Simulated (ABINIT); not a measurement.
Crystal: InP.

```
In P
1.0
     0.00000    2.93050    2.93050
     2.93050    0.00000    2.93050
     2.93050    2.93050    0.00000
In P
1 1
Direct
  0.00000 0.00000 0.00000
  0.75000 0.75000 0.75000
```

Program: ABINIT 10.8.3 (patched build). Alike in all runs: no spin polarisation; cell as given; cutoff (eV) 544; smearing fermi-dirac 0.05 eV. Hardware: 1 thread of Arm Neoverse V1, with other jobs on the host.

Question: Order these runs on this cell by their wall time, lowest first.
A. task single point; level PBEsol; potentials or basis JTH PAW PBE v2.0; k mesh 6 × 6 × 6; mesh quality not flagged
B. task single point; level LDA; potentials or basis JTH PAW LDA v2.0; k mesh 3 × 3 × 3; mesh quality coarse
C. task band structure; level RPBE; potentials or basis JTH PAW PBE v2.0; k mesh 8 × 8 × 8; mesh quality not flagged

Answer: B (3.3 s), A (15 s), C (60 s).

Caveats: some runs use coarse meshes.
